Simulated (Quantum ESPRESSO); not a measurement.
# Ta (P6_3/mmc) in Quantum ESPRESSO: settings compared, part 3 of 3

Quantum ESPRESSO 7.5. The steps go on from the part before.

### Step 4. Phonons, LDA

pw.in reads:

```
&CONTROL
  calculation = 'scf'
  prefix = 'pwscf'
  outdir = './tmp'
  pseudo_dir = './pseudo'
  tprnfor = .true.
  tstress = .true.
  disk_io = 'low'
/
&SYSTEM
  ibrav = 0
  celldm(1) = 8
  nat = 2
  ntyp = 1
  ecutwfc = 52
  ecutrho = 312
  nbnd = 20
  occupations = 'smearing'
  smearing = 'gaussian'
  degauss = 0.01999163
/
&ELECTRONS
  conv_thr = 4d-10
  electron_maxstep = 120
  mixing_beta = 0.5
/
ATOMIC_SPECIES
Ta   180.9479 Ta.LDA_PW-JTH.UPF
CELL_PARAMETERS alat
  0.6851136095909   0.0000000000000   0.0000000000000
 -0.3425568047955   0.5933257903845   0.0000000000000
  0.0000000000000   0.0000000000000   1.2203553680969
ATOMIC_POSITIONS crystal
Ta     0.3333333333    0.6666666667    0.2500000000
Ta     0.6666666667    0.3333333333    0.7500000000
K_POINTS automatic
11 11 5 0 0 0
```

relax.in reads:

```
&CONTROL
  calculation = 'vc-relax'
  prefix = 'pwscf'
  outdir = './tmp'
  pseudo_dir = './pseudo'
  tprnfor = .true.
  tstress = .true.
  disk_io = 'low'
  nstep = 40
  forc_conv_thr = 0.0001
  etot_conv_thr = 1d-06
/
&SYSTEM
  ibrav = 0
  celldm(1) = 8
  nat = 2
  ntyp = 1
  ecutwfc = 52
  ecutrho = 312
  nbnd = 20
  occupations = 'smearing'
  smearing = 'gaussian'
  degauss = 0.01999163
/
&ELECTRONS
  conv_thr = 4d-10
  electron_maxstep = 120
  mixing_beta = 0.5
/
&IONS
  ion_dynamics = 'bfgs'
/
&CELL
  cell_dynamics = 'bfgs'
  press = 0
  press_conv_thr = 0.2
/
ATOMIC_SPECIES
Ta   180.9479 Ta.LDA_PW-JTH.UPF
CELL_PARAMETERS alat
  0.6851136095911   0.0000000000000   0.0000000000000
 -0.3425568047956   0.5933257903843   0.0000000000000
  0.0000000000000   0.0000000000000   1.2203553680969
ATOMIC_POSITIONS crystal
Ta     0.3333333334    0.6666666668    0.2500000000
Ta     0.6666666668    0.3333333334    0.7500000000
K_POINTS automatic
11 11 5 0 0 0
```

scf2.in reads:

```
&CONTROL
  calculation = 'scf'
  prefix = 'pwscf'
  outdir = './tmp'
  pseudo_dir = './pseudo'
  tprnfor = .true.
  tstress = .true.
  disk_io = 'low'
/
&SYSTEM
  ibrav = 0
  celldm(1) = 8
  nat = 2
  ntyp = 1
  ecutwfc = 52
  ecutrho = 312
  nbnd = 20
  occupations = 'smearing'
  smearing = 'gaussian'
  degauss = 0.01999163
/
&ELECTRONS
  conv_thr = 1d-13
  electron_maxstep = 120
  mixing_beta = 0.5
  startingpot = 'file'
  startingwfc = 'file'
/
ATOMIC_SPECIES
Ta   180.9479 Ta.LDA_PW-JTH.UPF
CELL_PARAMETERS alat
  0.6698228912914   0.0000000000068   0.0000000000000
 -0.3349114456516   0.5800836398913   0.0000000000000
  0.0000000000000   0.0000000000000   1.1993047705929
ATOMIC_POSITIONS crystal
Ta     0.3333333335    0.6666666669    0.2500000000
Ta     0.6666666669    0.3333333335    0.7500000000
K_POINTS automatic
11 11 5 0 0 0
```

ph.in reads:

```
phonons of Ta
&INPUTPH
  prefix = 'pwscf'
  outdir = './tmp'
  tr2_ph = 1d-18
  fildyn = 'dyn'
  niter_ph = 90
  alpha_mix(1) = 0.4
/
0.0000000000 0.0000000000 0.0000000000
```

dynmat.in reads:

```
&INPUT
  fildyn = 'dyn'
  asr = 'crystal'
  filout = 'dynmat.disp'
  fileig = 'dynmat.eig'
/
```

Potentials or basis: JTH 2.0 LDA.

On the command line:

```sh
> OMP_NUM_THREADS=1 pw.x -in pw.in > pw.out
> OMP_NUM_THREADS=1 pw.x -in relax.in > relax.out
> OMP_NUM_THREADS=1 pw.x -in scf2.in > scf2.out
> OMP_NUM_THREADS=1 ph.x -in ph.in > ph.out
> OMP_NUM_THREADS=1 dynmat.x -in dynmat.in > dynmat.out
```

pw.out:

```text
This program is part of the open-source Quantum ESPRESSO suite
     for quantum simulation of materials; please cite
         "P. Giannozzi et al., J. Phys.:Condens. Matter 21 395502 (2009);
         "P. Giannozzi et al., J. Phys.:Condens. Matter 29 465901 (2017);
         "P. Giannozzi et al., J. Chem. Phys. 152 154105 (2020);
     in publications or presentations arising from this work. More details at

     file Ta.LDA_PW-JTH.UPF: wavefunction(s)  5S 6S 5P 6P 5D 0D renormalized
     Message from routine setup:
     using ibrav=0 with symmetry is DISCOURAGED, use correct ibrav instead

     G-vector sticks info
     --------------------
     sticks:   dense  smooth     PW     G-vecs:    dense   smooth      PW
     Sum         649     433    127                23683    12885    2143

     Using Slab Decomposition

     bravais-lattice index     =            0
     lattice parameter (alat)  =       8.0000  a.u.
     unit-cell volume          =     253.9874 (a.u.)^3
     number of atoms/cell      =            2
     number of atomic types    =            1
     number of electrons       =        26.00
     number of Kohn-Sham states=           20
     kinetic-energy cutoff     =      52.0000  Ry
     charge density cutoff     =     312.0000  Ry
     scf convergence threshold =      4.0E-10
     mixing beta               =       0.5000
     number of iterations used =            8  plain     mixing
     Exchange-correlation= SLA PW NOGX NOGC
                           (   1   4   0   0   0   0   0)

     celldm(1)=   8.000000  celldm(2)=   0.000000  celldm(3)=   0.000000
     celldm(4)=   0.000000  celldm(5)=   0.000000  celldm(6)=   0.000000

     crystal axes: (cart. coord. in units of alat)
               a(1) = (   0.685114   0.000000   0.000000 )
               a(2) = (  -0.342557   0.593326   0.000000 )
               a(3) = (   0.000000   0.000000   1.220355 )

     reciprocal axes: (cart. coord. in units 2 pi/alat)
               b(1) = (  1.459612  0.842707 -0.000000 )
               b(2) = (  0.000000  1.685415  0.000000 )
               b(3) = (  0.000000 -0.000000  0.819433 )

     PseudoPot. # 1 for Ta read from file:
     Ta.LDA_PW-JTH.UPF
     Pseudo is Projector augmented-wave + core cor, Zval = 13.0
     Generated using ATOMPAW code
     Shape of augmentation charge: SINC**2
     Using radial grid of 1120 points,  6 beta functions with:
                l(1) =   0
                l(2) =   0
                l(3) =   1
                l(4) =   1
                l(5) =   2
                l(6) =   2
     Q(r) pseudized with 0 coefficients

     atomic species   valence    mass     pseudopotential
     Ta               13.00   180.94790     Ta( 1.00)

     24 Sym. Ops., with inversion, found (12 have fractional translation)

   Cartesian axes

     site n.     atom                  positions (alat units)
         1        Ta     tau(   1) = (  -0.0000000   0.3955505   0.3050888  )
         2        Ta     tau(   2) = (   0.3425568   0.1977753   0.9152665  )

     number of k points=    48  Gaussian smearing, width (Ry)=  0.0200
                       cart. coord. in units 2pi/alat
        k(    1) = (   0.0000000   0.0000000   0.0000000), wk =   0.0033058
        k(    2) = (   0.0000000   0.0000000   0.1638867), wk =   0.0066116
        k(    3) = (   0.0000000   0.0000000   0.3277734), wk =   0.0066116
        k(    4) = (   0.0000000   0.1532195   0.0000000), wk =   0.0198347
        k(    5) = (   0.0000000   0.1532195   0.1638867), wk =   0.0396694
        k(    6) = (   0.0000000   0.1532195   0.3277734), wk =   0.0396694
[... 40 lines left out ...]
        k(   47) = (   0.3980760   0.8427073   0.1638867), wk =   0.0396694
        k(   48) = (   0.3980760   0.8427073   0.3277734), wk =   0.0396694

     Dense  grid:    23683 G-vectors     FFT dimensions: (  32,  32,  60)

     Smooth grid:    12885 G-vectors     FFT dimensions: (  25,  25,  48)

     Initial potential from superposition of free atoms

     starting charge      25.9986, renormalised to      26.0000
     Starting wfcs are   36 randomized atomic wfcs

     Self-consistent Calculation

     iteration #  1     ecut=    52.00 Ry     beta= 0.50
     Davidson diagonalization with overlap
     ethr =  1.00E-02,  avg # of iterations =  1.9

     Threshold (ethr) on eigenvalues was too large:
     Diagonalizing with lowered threshold

     Davidson diagonalization with overlap
     ethr =  1.87E-04,  avg # of iterations =  2.4

     total energy              =   -1417.48768007 Ry
     estimated scf accuracy    <       0.05016109 Ry

     iteration #  2     ecut=    52.00 Ry     beta= 0.50
     Davidson diagonalization with overlap
     ethr =  1.93E-04,  avg # of iterations =  2.0

     total energy              =   -1417.48936943 Ry
     estimated scf accuracy    <       0.00482443 Ry

     iteration #  3     ecut=    52.00 Ry     beta= 0.50
     Davidson diagonalization with overlap
     ethr =  1.86E-05,  avg # of iterations =  2.6

     total energy              =   -1417.49024407 Ry
     estimated scf accuracy    <       0.00016224 Ry

     iteration #  4     ecut=    52.00 Ry     beta= 0.50
     Davidson diagonalization with overlap
     ethr =  6.24E-07,  avg # of iterations =  2.9

     total energy              =   -1417.49029458 Ry
     estimated scf accuracy    <       0.00000741 Ry

     iteration #  5     ecut=    52.00 Ry     beta= 0.50
     Davidson diagonalization with overlap
     ethr =  2.85E-08,  avg # of iterations =  2.6
[... 8 lines left out ...]
     total energy              =   -1417.49029685 Ry
     estimated scf accuracy    <       0.00000013 Ry

     iteration #  7     ecut=    52.00 Ry     beta= 0.50
     Davidson diagonalization with overlap
     ethr =  4.88E-10,  avg # of iterations =  2.0

     total energy              =   -1417.49029688 Ry
     estimated scf accuracy    <          1.5E-09 Ry

     iteration #  8     ecut=    52.00 Ry     beta= 0.50
     Davidson diagonalization with overlap
     ethr =  5.72E-12,  avg # of iterations =  3.4

     total energy              =   -1417.49029688 Ry
     estimated scf accuracy    <          1.0E-09 Ry

     iteration #  9     ecut=    52.00 Ry     beta= 0.50
     Davidson diagonalization with overlap
     ethr =  3.93E-12,  avg # of iterations =  2.1

     End of self-consistent calculation

          k = 0.0000 0.0000 0.0000 (  1619 PWs)   bands (ev):

   -50.1353 -50.0767 -17.0388 -16.2237 -16.1093 -16.1093 -16.0270 -16.0270
     9.3571  12.6008  16.9030  17.4786  18.0493  18.0493  18.6052  18.6052
    20.3834  20.3834  22.5347  22.5347

          k = 0.0000 0.0000 0.1639 (  1601 PWs)   bands (ev):

   -50.1297 -50.0823 -16.9649 -16.3059 -16.1015 -16.1015 -16.0349 -16.0349
     9.6993  12.4184  16.7381  16.9621  18.0108  18.0108  18.4711  18.4711
    20.7071  20.7071  22.4745  22.4745

          k = 0.0000 0.0000 0.3278 (  1630 PWs)   bands (ev):

   -50.1151 -50.0970 -16.7678 -16.5163 -16.0810 -16.0810 -16.0556 -16.0556
    10.6122  11.7121  16.3721  16.4163  18.0265  18.0265  18.2066  18.2066
    21.4354  21.4354  22.1298  22.1298

          k = 0.0000 0.1532 0.0000 (  1595 PWs)   bands (ev):

   -50.1276 -50.0710 -17.0125 -16.2267 -16.1939 -16.1323 -16.1132 -16.0426
     9.6708  12.9386  16.9307  17.0787  17.8736  18.3130  18.3505  18.8998
    19.9058  20.1249  22.6558  23.1912

          k = 0.0000 0.1532 0.1639 (  1612 PWs)   bands (ev):

   -50.1222 -50.0765 -16.9428 -16.3130 -16.1843 -16.1238 -16.1137 -16.0513
    10.0062  12.7534  16.6146  16.8135  17.7060  18.2686  18.2938  18.7505
    20.3512  20.4975  22.5440  22.8406
[... 237 lines left out ...]
   -50.0184 -50.0141 -16.9571 -16.9513 -16.6422 -16.6112 -16.3907 -16.3447
    14.4685  14.4696  15.7985  16.2785  16.6085  17.0741  18.5347  19.4164
    22.0479  23.2007  25.6771  25.7253

          k = 0.3981 0.8427 0.0000 (  1596 PWs)   bands (ev):

   -50.0148 -50.0088 -16.9321 -16.8280 -16.7231 -16.6058 -16.5067 -16.4251
    14.6031  15.2242  15.5025  16.0410  16.9802  16.9994  18.4755  21.2427
    21.5172  21.8295  24.7794  24.9913

          k = 0.3981 0.8427 0.1639 (  1598 PWs)   bands (ev):

   -50.0142 -50.0094 -16.9349 -16.8622 -16.7443 -16.6330 -16.4520 -16.3908
    14.5833  15.3961  15.5541  15.6351  16.8690  17.0883  18.5726  20.6994
    21.6129  22.3287  24.9513  25.1582

          k = 0.3981 0.8427 0.3278 (  1589 PWs)   bands (ev):

   -50.0127 -50.0109 -16.9403 -16.9176 -16.7352 -16.6862 -16.3768 -16.3548
    14.6253  14.9640  15.7789  15.7806  16.7566  16.9938  18.8215  19.4759
    22.3657  22.7688  25.8634  26.0205

     the Fermi energy is    17.4623 ev

!    total energy              =   -1417.49029688 Ry
     total all-electron energy =     -1417.490297 Ry
     estimated scf accuracy    <          8.5E-11 Ry
     smearing contrib. (-TS)   =      -0.00641421 Ry
     internal energy E=F+TS    =   -1417.48388267 Ry

     The total energy is F=E-TS. E is the sum of the following terms:
     one-electron contribution =     -28.62220553 Ry
     hartree contribution      =      32.61260034 Ry
     xc contribution           =     -53.98038687 Ry
     ewald contribution        =    -193.99328353 Ry
     one-center paw contrib.   =   -1173.50060707 Ry

     convergence has been achieved in   9 iterations

     Forces acting on atoms (cartesian axes, Ry/au):

     atom    1 type  1   force =     0.00000000    0.00000000    0.00000000
     atom    2 type  1   force =    -0.00000000   -0.00000000    0.00000000

     Total force =     0.000000     Total SCF correction =     0.000000

     Computing stress (Cartesian axis) and pressure

          total   stress  (Ry/bohr**3)                   (kbar)     P=     -118.34
  -0.00085586  -0.00000000   0.00000000         -125.90       -0.00        0.00
  -0.00000000  -0.00085586   0.00000000           -0.00     -125.90        0.00
   0.00000000   0.00000000  -0.00070168            0.00        0.00     -103.22

=------------------------------------------------------------------------------=
   JOB DONE.
=------------------------------------------------------------------------------=
```

It took 8.6 min on 1 thread of Intel Xeon Platinum 8259CL at 2.50GHz (Skylake/Cascade Lake), shared host; peak memory 0.14 GiB.

What came out:

```yaml
Free_energy: -19286.0268 eV
Relaxed_volume: 17.68 Å³/atom
Relaxed_cell: a = 2.836 Å, b = 2.836 Å, c = 5.077 Å, α = 90.00°, β = 90.00°, γ = 120.00°
Space_group_after_relaxing_to_0.05_Å: P6_3/mmc (No. 194)
Pressure_after_relaxing: -0.1 GPa
Band_gap_on_the_k_mesh: none (metal or under the smearing width)
Highest_phonon_frequency_at_Γ: 193 cm⁻¹
Most_unstable_mode: 56i cm⁻¹
```

Step by step:
```csv
step,energy change (eV),largest force (eV/Å),pressure (GPa),volume (Å³)
1,0.0000,0.0000,-11.83,37.64
2,-0.0894,0.0000,-0.35,35.41
3,-0.0895,0.0000,0.04,35.35
4,-0.0895,0.0000,0.02,35.35
5,-0.0895,0.0000,0.00,35.36
```

Final structure:
```
Ta
1.0
     2.83564    0.00000    0.00000
    -1.41782    2.45574    0.00000
     0.00000    0.00000    5.07716
Ta
2
Direct
  0.33333 0.66667 0.25000
  0.66667 0.33333 0.75000
```

Levels at points of the mesh, in eV from the Fermi level:
| k point | band 11 | band 12 | band 13 | band 14 | band 15 | band 16 |
| --- | --- | --- | --- | --- | --- | --- |
| (0.00, 0.00, 0.00) | -0.71 | 0.16 | 0.59 | 0.59 | 1.18 | 1.18 |

Phonon frequencies in cm⁻¹ (negative: imaginary):
```csv
q point,frequencies
"(0.000, 0.000, 0.000)",-56 -56 -2 0 0 193
```

Optical modes at Γ, degenerate ones joined:
```
cm⁻¹  components  symmetry  active in
 56i           2       E2g      Raman
 193           1       B1g     silent
```

Caveat: the mesh is thin for the phonons of a metal; some modes are imaginary.

### Step 5. Summary

```csv
level,potentials or basis,cutoff (eV),smearing,form of the LDA correlation,gap on the mesh (eV),pressure (GPa)
PBEsol,PseudoDojo 0.4.1 SR PBEsol standard,789,cold 0.136 eV,-,none,0.0
PBE,SPMS 1.0 PBE,707,methfessel-paxton 0.272 eV,-,none,0.0
LDA,JTH 2.0 LDA,707,gaussian 0.272 eV,PW92,none,-0.1
```

Alike in all rows: task phonons; no spin polarisation; cell relaxed; k mesh 11 × 11 × 5.

Caveats: the mesh is thin for the phonons of a metal; some modes are imaginary.

Total energies depend on the potentials used, so only differences within one code and one set of settings carry meaning.
